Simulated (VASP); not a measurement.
# Au (Im-3m) in VASP: a series of runs

Runs on Au. Level: LDA. Tasks: single point.

All numbers are computed with VASP 6.6.1; they aren't measurements. Logs are shortened: lines on timing, memory, paths and dates and some standing lists are left out, and cuts for length are marked.

## (1) The crystal as given

The structure is cubic, space group Im-3m (No. 229). Conventional cell: a = 3.213 Å, b = 3.213 Å, c = 3.213 Å, α = 90.00°, β = 90.00°, γ = 90.00°. Au (site symmetry m-3m) is surrounded by 8 Au at 2.78 Å.

This isn't the form of Au at room conditions, which is fcc.

## (2) Single point, LDA

INCAR

```
SYSTEM = Au
PREC = Accurate
ENCUT = 520
EDIFF = 1E-6
ISMEAR = -1
SIGMA = 0.1
LREAL = .FALSE.
LASPH = .TRUE.
NELM = 60
ALGO = Fast
ISIF = 2
LWAVE = .FALSE.
LCHARG = .FALSE.
NBANDS = 12
```

KPOINTS

```
regular mesh
0
G
  23 23 23
  0 0 0
```

POSCAR

```
Au
1.0
   -1.6066240767      1.6066240767      1.6066240767
    1.6066240767     -1.6066240767      1.6066240767
    1.6066240767      1.6066240767     -1.6066240767
Au
1
Direct
    0.0000000000      0.0000000000      0.0000000000
```

Potentials or basis: VASP PAW LDA potentials, release 64 (Au).

On the command line:

```
> cat potpaw_LDA.64/Au/POTCAR > POTCAR
> mpirun -np 1 vasp_std > vasp.out
```

OUTCAR:

```text
SYSTEM = Au
   PREC = Accurate
   ENCUT = 520
   EDIFF = 1E-6
   ISMEAR = -1
   LREAL = .FALSE.
   LASPH = .TRUE.
   NELM = 60
   ISIF = 2

 ion  position               nearest neighbor table
   1  0.000  0.000  0.000-

  LATTYP: Found a body centered cubic cell.
 ALAT       =     3.2132481534

  Lattice vectors:

 A1 = (  -1.6066240767,   1.6066240767,   1.6066240767)
 A2 = (   1.6066240767,  -1.6066240767,   1.6066240767)
 A3 = (   1.6066240767,   1.6066240767,  -1.6066240767)

Analysis of symmetry for initial positions (statically):
=====================================================================
 Subroutine PRICEL returns:
 Original cell was already a primitive cell.

 Routine SETGRP: Setting up the symmetry group for a
 body centered cubic supercell.

 Subroutine GETGRP returns: Found 48 space group operations
 (whereof 48 operations were pure point group operations)
 out of a pool of 48 trial point group operations.

The static configuration has the point symmetry O_h .

Analysis of symmetry for dynamics (positions and initial velocities):
=====================================================================
 Subroutine PRICEL returns:
 Original cell was already a primitive cell.

 Routine SETGRP: Setting up the symmetry group for a
 body centered cubic supercell.

 Subroutine GETGRP returns: Found 48 space group operations
 (whereof 48 operations were pure point group operations)
 out of a pool of 48 trial point group operations.

The dynamic configuration has the point symmetry O_h .

 Subroutine INISYM returns: Found 48 space group operations
 (whereof 48 operations are pure point group operations),
 and found     1 'primitive' translations

----------------------------------------------------------------------------------------

                                     Primitive cell

  volume of cell :      16.5883

  direct lattice vectors                    reciprocal lattice vectors
    -1.606624077  1.606624077  1.606624077     0.000000000  0.311211569  0.311211569
     1.606624077 -1.606624077  1.606624077     0.311211569  0.000000000  0.311211569
     1.606624077  1.606624077 -1.606624077     0.311211569  0.311211569  0.000000000

  length of vectors
     2.782754530  2.782754530  2.782754530     0.440119622  0.440119622  0.440119622

  position of ions in fractional coordinates (direct lattice)
     0.000000000  0.000000000  0.000000000

  ion indices of the primitive-cell ions
   primitive index   ion index
                 1           1

----------------------------------------------------------------------------------------

 KPOINTS: regular mesh

Automatic generation of k-mesh.
 Grid dimensions read from file:
 generate k-points for:   23   23   23

 Generating k-lattice:

  Cartesian coordinates                     Fractional coordinates (reciprocal lattice)
     0.000000000  0.013530938  0.013530938     0.043478261  0.000000000  0.000000000
     0.013530938  0.000000000  0.013530938     0.000000000  0.043478261  0.000000000
     0.013530938  0.013530938  0.000000000     0.000000000  0.000000000  0.043478261

  Length of vectors
     0.019135636  0.019135636  0.019135636

  Shift w.r.t. Gamma in fractional coordinates (k-lattice)
     0.000000000  0.000000000  0.000000000

 Subroutine IBZKPT returns following result:
 ===========================================

 Found    364 irreducible k-points:

 Following reciprocal coordinates:
            Coordinates               Weight
  0.000000  0.000000  0.000000      1.000000
  0.043478  0.000000  0.000000     12.000000
  0.086957  0.000000  0.000000     12.000000
  0.130435  0.000000  0.000000     12.000000
  0.173913  0.000000  0.000000     12.000000
  0.217391  0.000000  0.000000     12.000000
[... 16 lines left out ...]
  0.478261  0.043478  0.000000     24.000000
  0.086957  0.086957  0.000000     24.000000
 [... further k-points ...]
   k-points           NKPTS =    364   k-points in BZ     NKDIM =    364   number of bands    NBANDS=     12
   number of dos      NEDOS =    301   number of ions     NIONS =      1
   total plane-waves  NPLWV =  13824
   dimension x,y,z NGX =    24 NGY =   24 NGZ =   24
   dimension x,y,z NGXF=    48 NGYF=   48 NGZF=   48
   ions per type =               1
   NGX,Y,Z   is equivalent  to a cutoff of  14.34, 14.34, 14.34 a.u.
   NGXF,Y,Z  is equivalent  to a cutoff of  28.68, 28.68, 28.68 a.u.
 SYSTEM =  Au
   PREC   = accura    normal or accurate (medium, high low for compatibility)
   ISTART =      0    job   : 0-new  1-cont  2-samecut
   ICHARG =      2    charge: 1-file 2-atom 10-const
   ISPIN  =      1    spin polarized calculation?
   LNONCOLLINEAR =      F non collinear calculations
   LSORBIT =      F    spin-orbit coupling
   LASPH  =      T    aspherical Exc in radial PAW
   ENCUT  =  520.0 eV  38.22 Ry    6.18 a.u.   5.17  5.17  5.17*2*pi/ulx,y,z
   NELM   =     60;   NELMIN=  2; NELMDL= -5     # of ELM steps
   EDIFF  = 0.1E-05   stopping-criterion for ELM
   LREAL  =      F    real-space projection
   EDIFFG = 0.1E-04   stopping-criterion for IOM
   NSW    =      0    number of steps for IOM
   IBRION =     -1    ionic relax: 0-MD 1-quasi-New 2-CG
   NFREE  =      0    steps in history (QN), initial steepest desc. (CG)
   ISIF   =      2    stress and relaxation
   ISYM   =      2    0-nonsym 1-usesym 2-fastsym
   POTIM  = 0.5000    time-step for ionic-motion
   TEBEG  =    0.0;   TEEND  =   0.0 temperature during run
   PSTRESS=    0.0 pullay stress
   NELECT =      11.0000    total number of electrons
   NUPDOWN=      -1.0000    fix difference up-down
   EMIN   =  10.00;   EMAX   =-10.00  energy-range for DOS
   EFERMI =   0.00;   METHOD = LEGACY
   ISMEAR =    -1;   SIGMA  =   0.10  broadening in eV -4-tet -1-fermi 0-gaus
   EFERMI_NEDOS =   21; number of points for ismear=-14 and -15
   IALGO  =     68    algorithm
   IMIX   =      4    mixing-type and parameters
     AMIX     =   0.40;   BMIX     =  1.00
     AMIX_MAG =   1.60;   BMIX_MAG =  1.00
  volume/ion in A,a.u.               =      16.59       111.94
  Fermi-wavevector in a.u.,A,eV,Ry     =   1.427594  2.697762 27.729018  2.038025
  Thomas-Fermi vector in A             =   2.547747
   LORBIT       =      0    0 simple, 1 ext, 2 COOP (PROOUT), +10 PAW based schemes
   GGA     = CA    functional components
   LHFCALC =     F    Hartree Fock is set to
   AEXX    =    0.0000 exact exchange contribution
   IVDW    =     0    specifies the selected vdW correction
   LEPSILON=     F    determine dielectric tensor
   LRPA    =     F    only Hartree local field effects (RPA)
 non-spin polarized calculation
 RMM-DIIS sequential band-by-band and
  energy-cutoff  :      520.00
  volume of cell :       16.59
 maximum number of plane-waves:       466
 NGX is ok and might be reduce to    24
   NGX = 11   NGY = 11   NGZ = 11

 number of electron      11.0000000 magnetization

 Free energy of the ion-electron system (eV)
  ---------------------------------------------------
  ext. energy  EPLUGINS =         0.00000000
  ---------------------------------------------------
  free energy    TOTEN  =        -4.42639997 eV

  energy without entropy =       -4.41627797  energy(sigma->0) =       -4.42133897

 E-fermi :   9.7175     XC(G=0): -13.1424

 val. band max:        9.7142893918   @ k =   0.2174   0.2174   0.0435
 cond. band min:       9.7342158347   @ k =   0.3043   0.1739   0.0000
 fundamental gap:      0.0199264428
 Fermi energy:         9.7175181430

 k-point     1 :       0.0000    0.0000    0.0000
  band No.  band energies     occupation
      1      -0.4429      2.00000
      2       4.7032      2.00000
      3       4.7032      2.00000
      4       4.7032      2.00000
      5       6.7576      2.00000
      6       6.7576      2.00000
      7      26.2191      0.00000
      8      26.2191      0.00000
      9      26.2191      0.00000
     10      34.4739      0.00000
     11      34.4740      0.00000
     12      34.4746      0.00000

 k-point     2 :       0.0435    0.0000    0.0000
  band No.  band energies     occupation
      1      -0.3709      2.00000
      2       4.6792      2.00000
      3       4.7052      2.00000
      4       4.7553      2.00000
      5       6.7274      2.00000
      6       6.7592      2.00000
      7      26.2340      0.00000
      8      26.2446      0.00000
      9      26.3149      0.00000
     10      33.2731      0.00000
     11      33.5013      0.00000
     12      34.2256      0.00000

 k-point     3 :       0.0870    0.0000    0.0000
  band No.  band energies     occupation
      1      -0.1583      2.00000
      2       4.6096      2.00000
      3       4.7094      2.00000
      4       4.9101      2.00000
      5       6.6474      2.00000
      6       6.7645      2.00000
      7      26.2098      0.00000
      8      26.2844      0.00000
      9      26.5976      0.00000
     10      32.0355      0.00000
     11      32.0487      0.00000
     12      33.5191      0.00000
[... 286 lines left out ...]
 k-point    23 :       0.4783    0.0435    0.0000
  band No.  band energies     occupation
      1       2.2536      2.00000
      2       3.5652      2.00000
      3       6.5951      2.00000
      4       6.8947      2.00000
      5       8.0629      2.00000
      6       9.4099      1.91182
      7      13.4601      0.00000
      8      22.0805      0.00000
      9      23.5617      0.00000
     10      32.1568      0.00000
     11      32.4667      0.00000
     12      32.7320      0.00000

 k-point    24 :       0.0870    0.0870    0.0000
  band No.  band energies     occupation
      1       0.3841      2.00000
      2       4.5077      2.00000
      3       4.6041      2.00000
      4       5.3561      2.00000
      5       6.4742      2.00000
      6       6.8023      2.00000
      7      25.8033      0.00000
      8      26.2153      0.00000
      9      26.9892      0.00000
     10      29.5855      0.00000
     11      31.1649      0.00000
     12      32.6310      0.00000

 [... further k-points ...]

------------------------ aborting loop because EDIFF is reached ----------------------------------------

  FORCE on cell =-STRESS in cart. coord.  units (eV):
  Direction    XX          YY          ZZ          XY          YZ          ZX
  --------------------------------------------------------------------------------------
  -------------------------------------------------------------------------------------
  Total        0.0995225      0.0995225      0.0995225      0.0000000     -0.0000000      0.0000000
  in kB        9.6123372      9.6123372      9.6123372      0.0000000     -0.0000000      0.0000000
  external PRESSURE =       9.6123372 kB  Pullay stress =       0.0000000 kB

 VOLUME and BASIS-vectors are now :
 -----------------------------------------------------------------------------
  energy-cutoff  :      520.00
  volume of cell :       16.59
      direct lattice vectors                 reciprocal lattice vectors
    -1.606624077  1.606624077  1.606624077     0.000000000  0.311211569  0.311211569
     1.606624077 -1.606624077  1.606624077     0.311211569  0.000000000  0.311211569
     1.606624077  1.606624077 -1.606624077     0.311211569  0.311211569  0.000000000

 POSITION                                       TOTAL-FORCE (eV/Angst)
 -----------------------------------------------------------------------------------
      0.00000      0.00000      0.00000         0.000000      0.000000     -0.000000
 -----------------------------------------------------------------------------------
    total drift:                                0.000000      0.000000     -0.000000

  FREE ENERGIE OF THE ION-ELECTRON SYSTEM (eV)
  ---------------------------------------------------
  free  energy   TOTEN  =        -4.4263999660 eV

  energy  without entropy=       -4.4162779721  energy(sigma->0) =       -4.42133897
```

It took 31 s on 1 thread of AMD EPYC 9R45 (Zen 5), shared host; peak memory 0.16 GiB.

What came out:

```yaml
Free_energy: -4.4264 eV
Pressure: 1.0 GPa
Band_gap_on_the_k_mesh: none (metal or under the smearing width)
```

Levels at points of the mesh, in eV from the Fermi level:
| k point | band 4 | band 5 | band 6 | band 7 | band 8 | band 9 |
| --- | --- | --- | --- | --- | --- | --- |
| (0.00, 0.00, 0.00) | -5.01 | -2.96 | -2.96 | 16.50 | 16.50 | 16.50 |

Spin-orbit coupling is left out, which matters for the levels of Au.

## (3) Single point, LDA

INCAR

```
ALGO = Normal ; EDIFF = 1E-7
ENCUT = 520 ; GGA = CA
ISIF = 2 ; ISMEAR = -1
LASPH = True ; LCHARG = False
LREAL = False ; LWAVE = False
NBANDS = 12 ; NELM = 100
PREC = Accurate ; SIGMA = 0.1
```

KPOINTS

```
k-points
0
Gamma
  15 15 15
```

POSCAR is that of step 2.

Potentials or basis: VASP PAW LDA potentials, release 64 (Au).

On the command line:

```
> cat potpaw_LDA.64/Au/POTCAR > POTCAR
> mpirun -np 1 vasp_std > vasp.out
```

OUTCAR:

```text
EDIFF = 1E-7
   ENCUT = 520
   GGA = CA
   ISIF = 2
   ISMEAR = -1
   LASPH = True
   LREAL = False
   NELM = 100
   PREC = Accurate

 ion  position               nearest neighbor table
   1  0.000  0.000  0.000-

  LATTYP: Found a body centered cubic cell.
 ALAT       =     3.2132481534

  Lattice vectors:

 A1 = (  -1.6066240767,   1.6066240767,   1.6066240767)
 A2 = (   1.6066240767,  -1.6066240767,   1.6066240767)
 A3 = (   1.6066240767,   1.6066240767,  -1.6066240767)

Analysis of symmetry for initial positions (statically):
=====================================================================
 Subroutine PRICEL returns:
 Original cell was already a primitive cell.

 Routine SETGRP: Setting up the symmetry group for a
 body centered cubic supercell.

 Subroutine GETGRP returns: Found 48 space group operations
 (whereof 48 operations were pure point group operations)
 out of a pool of 48 trial point group operations.

The static configuration has the point symmetry O_h .

Analysis of symmetry for dynamics (positions and initial velocities):
[... 167 lines left out ...]
      1      -0.4430      2.00000
      2       4.7059      2.00000
      3       4.7059      2.00000
      4       4.7059      2.00000
      5       6.7597      2.00000
      6       6.7597      2.00000
      7      26.2187      0.00000
      8      26.2187      0.00000
      9      26.2187      0.00000
     10      34.4745      0.00000
     11      34.4745      0.00000
     12      34.4745      0.00000
[... 331 lines left out ...]
 k-point    24 :       0.4000    0.2000    0.0000
  band No.  band energies     occupation
      1       2.9363      2.00000
      2       3.8528      2.00000
      3       5.5386      2.00000
      4       6.6085      2.00000
      5       7.3186      2.00000
      6      12.3689      0.00000
      7      13.2313      0.00000
      8      19.1503      0.00000
      9      23.7348      0.00000
     10      30.9079      0.00000
     11      31.8940      0.00000
     12      35.7619      0.00000

 [... further k-points ...]

------------------------ aborting loop because EDIFF is reached ----------------------------------------

  FORCE on cell =-STRESS in cart. coord.  units (eV):
  Direction    XX          YY          ZZ          XY          YZ          ZX
  --------------------------------------------------------------------------------------
  -------------------------------------------------------------------------------------
  Total        0.1058361      0.1058361      0.1058361      0.0000000      0.0000000      0.0000000
  in kB       10.2221341     10.2221341     10.2221341      0.0000000      0.0000000      0.0000000
  external PRESSURE =      10.2221341 kB  Pullay stress =       0.0000000 kB

 VOLUME and BASIS-vectors are now :
 -----------------------------------------------------------------------------
  energy-cutoff  :      520.00
  volume of cell :       16.59
      direct lattice vectors                 reciprocal lattice vectors
    -1.606624077  1.606624077  1.606624077     0.000000000  0.311211569  0.311211569
     1.606624077 -1.606624077  1.606624077     0.311211569  0.000000000  0.311211569
     1.606624077  1.606624077 -1.606624077     0.311211569  0.311211569  0.000000000

 POSITION                                       TOTAL-FORCE (eV/Angst)
 -----------------------------------------------------------------------------------
      0.00000      0.00000      0.00000        -0.000000     -0.000000      0.000000
 -----------------------------------------------------------------------------------
    total drift:                               -0.000000      0.000000      0.000000

  FREE ENERGIE OF THE ION-ELECTRON SYSTEM (eV)
  ---------------------------------------------------
  free  energy   TOTEN  =        -4.4251944116 eV

  energy  without entropy=       -4.4140088746  energy(sigma->0) =       -4.41960164
```

OSZICAR:

```text
N       E                     dE             d eps       ncg     rms          rms(c)
DAV:   1     0.487120127064E+02    0.48712E+02   -0.56230E+03  3024   0.820E+02
DAV:   2    -0.406631538188E+01   -0.52778E+02   -0.50271E+02  3508   0.190E+02
DAV:   3    -0.476264095546E+01   -0.69633E+00   -0.69545E+00  3360   0.209E+01
DAV:   4    -0.476485131890E+01   -0.22104E-02   -0.22103E-02  3372   0.136E+00
DAV:   5    -0.476486653481E+01   -0.15216E-04   -0.15215E-04  3388   0.107E-01    0.101E+01
DAV:   6    -0.445262877573E+01    0.31224E+00   -0.85417E-01  3148   0.731E+00    0.628E+00
DAV:   7    -0.442883354244E+01    0.23795E-01   -0.64997E-02  3344   0.198E+00    0.298E+00
DAV:   8    -0.442519785212E+01    0.36357E-02   -0.18339E-03  3228   0.434E-01    0.267E-01
DAV:   9    -0.442519368096E+01    0.41712E-05   -0.89991E-06  3212   0.273E-02    0.129E-02
DAV:  10    -0.442519441028E+01   -0.72933E-06   -0.92419E-07  3356   0.692E-03    0.993E-04
DAV:  11    -0.442519441162E+01   -0.13393E-08   -0.27544E-08  2076   0.141E-03
   1 F= -.44251944E+01 E0= -.44196016E+01  d E =-.111855E-01
```

stdout:

```text
POSCAR found type information on POSCAR Au
 POSCAR found :  1 types and       1 ions
 scaLAPACK will be used
 LDA part: xc-table for (Slater(with rela. corr.)+CA(PZ))
 , standard interpolation
 POSCAR, INCAR and KPOINTS ok, starting setup
 FFT: planning ... GRIDC
 FFT: planning ... GRID_SOFT
 FFT: planning ... GRID
 WAVECAR not read
 entering main loop
```

Wall time 9.1 s (1 thread of AMD EPYC 9R45 (Zen 5), shared host); peak memory 0.12 GiB.

Results:

```yaml
Free_energy: -4.4252 eV
Pressure: 1.0 GPa
Band_gap_on_the_k_mesh: none (metal or under the smearing width)
```

The run has no spin-orbit coupling, so splittings on Au are missing.
